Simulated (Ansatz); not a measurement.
Input of an Ansatz 0.2.0 run:

Contents of input.yaml:

```yaml
crystal:
  lattice:
    - [0.0, 2.47502, 2.47502]
    - [2.47502, 0.0, 2.47502]
    - [2.47502, 2.47502, 0.0]
  atoms:
    - { symbol: Pb, position: [0.0, 0.0, 0.0] }
hamiltonian:
  xc: revpbe
  pseudopotentials: { kind: paw }
kpoints:
  mp_grid: { grid: [9, 9, 9] }
scf:
  occupations: { method: fermi_dirac, width: 0.05 }
output:
  forces: true
  stress: true
  write_density: true
  write_potential: true
  elf: true
  volumetric_format: npy
relax:
  f_tol: 0.01
  max_steps: 40
  cell: { stress_tol: 0.05 }
```

Potentials or basis: Ansatz PAW.

Command:

```sh
$ ansatz run input.yaml --threads 2 --pin off --max-ram 5632MiB --backend cpu --events-out ev --progress --plain --runs-dir out
```

Problem. Estimate the relaxed cell.

Solution. a = 3.591 Å, b = 3.591 Å, c = 3.591 Å, α = 60.00°, β = 60.00°, γ = 60.00°.

Problem. Predict the space group after relaxing (to 0.05 Å).

Solution. Fm-3m (No. 225).

Problem. Estimate the relaxed volume.

Solution. 32.75 Å³/atom.

Problem. Estimate the band gap on the k mesh.

Solution. None (metal or under the smearing width).

The path:
| step | energy change (eV) | largest force (eV/Å) | volume (Å³) |
| --- | --- | --- | --- |
| 1 | 0.0000 | 0.0000 | 30.32 |
| 2 | -0.0238 | 0.0000 | 32.75 |
| 3 | -0.0241 | 0.0000 | 32.75 |

Caveat: the plane-wave basis is chosen anew once the cell has moved, so the energies of steps on either side of that aren't comparable; the PAW data sets come from PBE, with cores solved anew for the run's functional, which leaves a small shift of forces and pressure. The run has no spin-orbit coupling, so splittings on Pb are missing.

The cell as given is a measured one (30.32 Å³/atom); revPBE puts the equilibrium volume +8.0 % from it, thermal expansion not counted.
